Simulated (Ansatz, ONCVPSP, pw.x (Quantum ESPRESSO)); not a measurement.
**What a changed setting does to a pw.x run (fcc W)**

Potential: optimised norm-conserving Vanderbilt (ONCV), ONCVPSP 4.0.1.1 (patched build), PBE; core [Kr] 4d10 4f14, reference 5s2 5p6 5d4 6s1.75; waves: 5s+6s: rc 1.60 bohr, ncon 4, nbas 8, qcut 9.2 1/bohr, 2 projectors; 5p: rc 1.50 bohr, ncon 4, nbas 7, qcut 9.1 1/bohr, 1 projector; 5d: rc 1.70 bohr, ncon 3, nbas 6, qcut 6.1 1/bohr, 2 projectors, debl 2.2 Ha; local part: polynomial inside 1.45 bohr (lpopt 3, dvloc0 -1 Ha); core correction: Teter function, parameters optimised by the program.

The reference run (k-mesh 14³, cutoffs 80/320 Ry, Fermi–Dirac 0.01 Ry, mixing_beta 0.4, conv_thr 1e-9, no spin) gives -3.69 GPa at 16.478 Å³/atom, where all-electron LAPW gives -0.06 GPa. This run, with its own iteration cap, changes startingwfc to atomic.

```
&control
  calculation='scf', prefix='x', pseudo_dir='./', outdir='./tmp', tstress=.true., disk_io='none'
/
&system
  ibrav=0, nat=1, ntyp=1, ecutwfc=80, ecutrho=320, nbnd=15,
  occupations='smearing', smearing='fd', degauss=0.01
/
&electrons
  conv_thr=1e-09, mixing_beta=0.4, electron_maxstep=50, startingwfc='atomic'
/
ATOMIC_SPECIES
W 1.0 W.UPF
CELL_PARAMETERS angstrom
  0.00000000 2.01972156 2.01972156
  2.01972156 0.00000000 2.01972156
  2.01972156 2.01972156 0.00000000
ATOMIC_POSITIONS crystal
W 0.0000 0.0000 0.0000
K_POINTS automatic
14 14 14 0 0 0
```

```bash
pw.x < W.scf.in > W.scf.out
```

How does the run end?

It converges in 7 iterations; the free energy moves by +0.0 meV/atom and the pressure by +0.00 GPa. The result is that of the reference run.

```
Message from routine setup:
     using ibrav=0 with symmetry is DISCOURAGED, use correct ibrav instead
     lattice parameter (alat)  =       5.3977  a.u.
     unit-cell volume          =     111.1991 (a.u.)^3
     number of electrons       =        14.00
     number of Kohn-Sham states=           15
     kinetic-energy cutoff     =      80.0000  Ry
     charge density cutoff     =     320.0000  Ry
     scf convergence threshold =      1.0E-09
     Exchange-correlation= PBE
     number of k points=   104  Fermi-Dirac smearing, width (Ry)=  0.0100
     iteration #  1     ecut=    80.00 Ry     beta= 0.40
     total energy              =    -150.61357793 Ry
     estimated scf accuracy    <       0.12423313 Ry
     iteration #  2     ecut=    80.00 Ry     beta= 0.40
     total energy              =    -150.61609608 Ry
     estimated scf accuracy    <       0.01472061 Ry
     iteration #  3     ecut=    80.00 Ry     beta= 0.40
     total energy              =    -150.61870705 Ry
     estimated scf accuracy    <       0.00045022 Ry
     iteration #  4     ecut=    80.00 Ry     beta= 0.40
     total energy              =    -150.61872916 Ry
     estimated scf accuracy    <       0.00004563 Ry
     iteration #  5     ecut=    80.00 Ry     beta= 0.40
     total energy              =    -150.61874009 Ry
     estimated scf accuracy    <       0.00000029 Ry
     iteration #  6     ecut=    80.00 Ry     beta= 0.40
     total energy              =    -150.61874019 Ry
     estimated scf accuracy    <       0.00000007 Ry
     iteration #  7     ecut=    80.00 Ry     beta= 0.40
     the Fermi energy is    21.1563 ev
!    total energy              =    -150.61874020 Ry
     estimated scf accuracy    <          1.7E-10 Ry
     smearing contrib. (-TS)   =      -0.00528079 Ry
     The total energy is F=E-TS. E is the sum of the following terms:
     one-electron contribution =     -17.00323896 Ry
     hartree contribution      =      16.37316703 Ry
     xc contribution           =     -32.26020813 Ry
     ewald contribution        =    -117.72317934 Ry
     convergence has been achieved in   7 iterations
          total   stress  (Ry/bohr**3)                   (kbar)     P=      -36.92
     Message from routine punch:
     Nothing written, as per user request (disk_io='none')
```

The run took about 28 s on one core of a shared host (Neoverse-N1, 64 threads, 124 GiB, load 59).
